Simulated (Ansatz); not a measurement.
## Molecular dynamics of Ti$_{4}$Pb$_{5}$O$_{12}$

Input file:

```yaml
accuracy: low
crystal:
  lattice:
    - [-3.9646, 3.9646, 3.9646]
    - [3.9646, -3.9646, 3.9646]
    - [3.9646, 3.9646, -3.9646]
  atoms:
    - { symbol: Ti, position: [0.48088867, 0.48965986, 0.48527628] }
    - { symbol: Pb, position: [-0.00185374, 0.00303661, -0.01167396] }
    - { symbol: O, position: [0.41823302, 0.22215427, 0.25737126] }
    - { symbol: O, position: [0.2163146, 0.4527534, 0.25558801] }
    - { symbol: O, position: [0.28304183, 0.23966045, 0.55368599] }
    - { symbol: Ti, position: [0.04348007, -0.01186243, 0.53901591] }
    - { symbol: Pb, position: [0.56562162, 0.57841781, 0.04482491] }
    - { symbol: O, position: [0.03538342, 0.75379557, 0.2725993] }
    - { symbol: O, position: [0.74954584, -0.00578375, 0.2496763] }
    - { symbol: O, position: [0.7243948, 0.7428622, 0.50796523] }
    - { symbol: Ti, position: [-0.02862739, 0.48834889, -0.02421486] }
    - { symbol: Pb, position: [0.52872554, 0.01336661, 0.51091566] }
    - { symbol: O, position: [-0.04228929, 0.19001091, 0.7575106] }
    - { symbol: O, position: [0.74970105, 0.48797898, 0.73048541] }
    - { symbol: O, position: [0.67195279, 0.21070118, -0.07264797] }
    - { symbol: Ti, position: [0.49732915, -0.01488838, 0.03398983] }
    - { symbol: Pb, position: [-0.19666479, 0.4363946, 0.30006941] }
    - { symbol: O, position: [0.52973573, 0.76455886, 0.77659963] }
    - { symbol: O, position: [0.20445273, -0.04314181, 0.79467418] }
    - { symbol: O, position: [0.26254477, 0.74093384, 0.04175322] }
    - { symbol: Pb, position: [0.15668873, 0.49718281, 0.67391592] }
basis:
  ecutwfc: 420.0
kpoints:
  mp_grid: { grid: [2, 2, 2] }
hamiltonian:
  xc: pbesol
scf:
  occupations: { method: fermi_dirac, width: 0.02 }
  lower_state_search: "off"
  convergence: { dr2_threshold: 0.1 }
md:
  timestep: 1
  n_steps: 50
  ensemble: nvt_langevin
  temperature: 1260.0
  initial_velocities: maxwell_boltzmann
  seed: 945272
  friction: 0.005
```

Command:

```bash
$ ansatz run input.yaml --threads 2 --pin off --max-ram 5120MiB --backend cpu --events-out ev --progress --plain --runs-dir out
```

It goes on from the last frame of an earlier run, with new velocities.

Output, in part (step lines):

```
md step     0: t =     0.00 fs  T =  1200.0 K  F+E_penalty+E_count = -75406.35147748 eV  E_kin = 3.257352 eV  (6 SCF iters)
md step     1: t =     1.00 fs  T =  1209.8 K  F+E_penalty+E_count = -75406.42330741 eV  E_kin = 3.284005 eV  (6 SCF iters)
md step     2: t =     2.00 fs  T =  1247.3 K  F+E_penalty+E_count = -75406.48033617 eV  E_kin = 3.385631 eV  (6 SCF iters)
md step     3: t =     3.00 fs  T =  1261.7 K  F+E_penalty+E_count = -75406.52298996 eV  E_kin = 3.424788 eV  (6 SCF iters)
md step     4: t =     4.00 fs  T =  1262.8 K  F+E_penalty+E_count = -75406.54649829 eV  E_kin = 3.427829 eV  (6 SCF iters)
md step     5: t =     5.00 fs  T =  1238.7 K  F+E_penalty+E_count = -75406.54650755 eV  E_kin = 3.362325 eV  (2 SCF iters)
md step     6: t =     6.00 fs  T =  1281.4 K  F+E_penalty+E_count = -75406.52348138 eV  E_kin = 3.478284 eV  (2 SCF iters)
md step     7: t =     7.00 fs  T =  1280.2 K  F+E_penalty+E_count = -75406.47032136 eV  E_kin = 3.475036 eV  (2 SCF iters)
md step     8: t =     8.00 fs  T =  1261.2 K  F+E_penalty+E_count = -75406.38753031 eV  E_kin = 3.423358 eV  (2 SCF iters)
md step     9: t =     9.00 fs  T =  1156.3 K  F+E_penalty+E_count = -75406.28533762 eV  E_kin = 3.138620 eV  (2 SCF iters)
md step    10: t =    10.00 fs  T =  1151.1 K  F+E_penalty+E_count = -75406.16851041 eV  E_kin = 3.124726 eV  (6 SCF iters)
md step    11: t =    11.00 fs  T =  1024.1 K  F+E_penalty+E_count = -75406.03899294 eV  E_kin = 2.779870 eV  (2 SCF iters)
md step    12: t =    12.00 fs  T =   965.5 K  F+E_penalty+E_count = -75405.90450135 eV  E_kin = 2.620929 eV  (2 SCF iters)
md step    13: t =    13.00 fs  T =   930.0 K  F+E_penalty+E_count = -75405.76669520 eV  E_kin = 2.524456 eV  (2 SCF iters)
md step    14: t =    14.00 fs  T =   857.3 K  F+E_penalty+E_count = -75405.63184638 eV  E_kin = 2.327236 eV  (2 SCF iters)
md step    15: t =    15.00 fs  T =   837.3 K  F+E_penalty+E_count = -75405.50873255 eV  E_kin = 2.272725 eV  (2 SCF iters)
md step    16: t =    16.00 fs  T =   807.9 K  F+E_penalty+E_count = -75405.39553646 eV  E_kin = 2.192933 eV  (2 SCF iters)
md step    17: t =    17.00 fs  T =   776.1 K  F+E_penalty+E_count = -75405.29619724 eV  E_kin = 2.106679 eV  (2 SCF iters)
md step    18: t =    18.00 fs  T =   754.6 K  F+E_penalty+E_count = -75405.20848630 eV  E_kin = 2.048322 eV  (2 SCF iters)
md step    19: t =    19.00 fs  T =   773.5 K  F+E_penalty+E_count = -75405.13411256 eV  E_kin = 2.099698 eV  (2 SCF iters)
md step    20: t =    20.00 fs  T =   756.6 K  F+E_penalty+E_count = -75405.08396346 eV  E_kin = 2.053729 eV  (6 SCF iters)
md step    21: t =    21.00 fs  T =   767.4 K  F+E_penalty+E_count = -75405.05404576 eV  E_kin = 2.083019 eV  (2 SCF iters)
md step    22: t =    22.00 fs  T =   790.3 K  F+E_penalty+E_count = -75405.03279997 eV  E_kin = 2.145170 eV  (2 SCF iters)
md step    23: t =    23.00 fs  T =   775.9 K  F+E_penalty+E_count = -75405.01807919 eV  E_kin = 2.106136 eV  (2 SCF iters)
md step    24: t =    24.00 fs  T =   797.5 K  F+E_penalty+E_count = -75405.01319951 eV  E_kin = 2.164822 eV  (2 SCF iters)
md step    25: t =    25.00 fs  T =   783.4 K  F+E_penalty+E_count = -75405.01491442 eV  E_kin = 2.126539 eV  (2 SCF iters)
md step    26: t =    26.00 fs  T =   800.0 K  F+E_penalty+E_count = -75405.01727907 eV  E_kin = 2.171584 eV  (2 SCF iters)
md step    27: t =    27.00 fs  T =   849.4 K  F+E_penalty+E_count = -75405.02652645 eV  E_kin = 2.305656 eV  (2 SCF iters)
md step    28: t =    28.00 fs  T =   838.5 K  F+E_penalty+E_count = -75405.04534572 eV  E_kin = 2.275983 eV  (2 SCF iters)
md step    29: t =    29.00 fs  T =   856.5 K  F+E_penalty+E_count = -75405.06766899 eV  E_kin = 2.324955 eV  (2 SCF iters)
md step    30: t =    30.00 fs  T =   906.1 K  F+E_penalty+E_count = -75405.09566972 eV  E_kin = 2.459587 eV  (6 SCF iters)
md step    31: t =    31.00 fs  T =   890.2 K  F+E_penalty+E_count = -75405.13370134 eV  E_kin = 2.416406 eV  (2 SCF iters)
md step    32: t =    32.00 fs  T =   897.5 K  F+E_penalty+E_count = -75405.18157617 eV  E_kin = 2.436189 eV  (2 SCF iters)
md step    33: t =    33.00 fs  T =   882.7 K  F+E_penalty+E_count = -75405.23352066 eV  E_kin = 2.396185 eV  (2 SCF iters)
md step    34: t =    34.00 fs  T =   907.2 K  F+E_penalty+E_count = -75405.27991357 eV  E_kin = 2.462580 eV  (2 SCF iters)
md step    35: t =    35.00 fs  T =   902.5 K  F+E_penalty+E_count = -75405.31577509 eV  E_kin = 2.449896 eV  (2 SCF iters)
md step    36: t =    36.00 fs  T =   890.6 K  F+E_penalty+E_count = -75405.34494285 eV  E_kin = 2.417615 eV  (2 SCF iters)
md step    37: t =    37.00 fs  T =   895.2 K  F+E_penalty+E_count = -75405.36556952 eV  E_kin = 2.430055 eV  (2 SCF iters)
md step    38: t =    38.00 fs  T =   945.7 K  F+E_penalty+E_count = -75405.38331817 eV  E_kin = 2.567006 eV  (2 SCF iters)
md step    39: t =    39.00 fs  T =   944.8 K  F+E_penalty+E_count = -75405.40051838 eV  E_kin = 2.564575 eV  (2 SCF iters)
md step    40: t =    40.00 fs  T =   933.1 K  F+E_penalty+E_count = -75405.41751814 eV  E_kin = 2.532934 eV  (6 SCF iters)
md step    41: t =    41.00 fs  T =   942.3 K  F+E_penalty+E_count = -75405.43882545 eV  E_kin = 2.557951 eV  (2 SCF iters)
md step    42: t =    42.00 fs  T =   948.7 K  F+E_penalty+E_count = -75405.46142979 eV  E_kin = 2.575157 eV  (2 SCF iters)
md step    43: t =    43.00 fs  T =  1039.9 K  F+E_penalty+E_count = -75405.48348467 eV  E_kin = 2.822884 eV  (2 SCF iters)
md step    44: t =    44.00 fs  T =  1079.6 K  F+E_penalty+E_count = -75405.50937231 eV  E_kin = 2.930556 eV  (2 SCF iters)
md step    45: t =    45.00 fs  T =  1067.7 K  F+E_penalty+E_count = -75405.54084504 eV  E_kin = 2.898332 eV  (2 SCF iters)
md step    46: t =    46.00 fs  T =  1085.0 K  F+E_penalty+E_count = -75405.57593694 eV  E_kin = 2.945076 eV  (2 SCF iters)
md step    47: t =    47.00 fs  T =  1057.6 K  F+E_penalty+E_count = -75405.61940137 eV  E_kin = 2.870827 eV  (2 SCF iters)
md step    48: t =    48.00 fs  T =  1052.9 K  F+E_penalty+E_count = -75405.67802036 eV  E_kin = 2.857966 eV  (2 SCF iters)
md step    49: t =    49.00 fs  T =  1100.4 K  F+E_penalty+E_count = -75405.74441522 eV  E_kin = 2.987075 eV  (2 SCF iters)
md step    50: t =    50.00 fs  T =  1120.2 K  F+E_penalty+E_count = -75405.81442406 eV  E_kin = 3.040762 eV  (6 SCF iters)
```

All steps were run. The mean temperature of the second half is 25 % below the set value. A run of 0.05 ps of so small a system gives no equilibrium averages. The SCF threshold is loose, so the forces are noisy. Limits of this set-up: coarse k mesh, low accuracy level.

Mean squared displacements from the first frame to the last, about the centre of mass: Ti 0.09 Å², Pb 0.01 Å², O 0.12 Å².

Last frame:

```xyz
21
Lattice="-3.9646 3.9646 3.9646 3.9646 -3.9646 3.9646 3.9646 3.9646 -3.9646" Properties=species:S:1:pos:R:3
Ti 1.689 1.783 1.748
Pb -0.015 -0.104 0.107
O -0.108 1.976 1.622
O 1.954 -0.006 1.625
O 1.886 2.095 0.040
Ti 1.991 2.337 -2.144
Pb 0.213 0.101 4.428
O 4.058 -1.878 1.871
O -1.864 4.071 1.972
O 2.016 1.912 4.080
Ti 2.129 -1.983 1.974
Pb -0.002 4.134 0.143
O 3.830 2.598 -1.986
O 1.736 4.079 2.057
O -2.314 1.742 3.801
Ti -2.302 2.154 1.956
Pb 3.730 -1.322 -0.344
O 3.626 2.008 2.144
O 1.840 4.234 -2.269
O 2.176 -1.880 3.644
Pb 4.000 1.181 -0.157
```

The run took 7.2 min on 2 threads of AMD EPYC 7571 (shared host), peak memory 0.94 GiB.
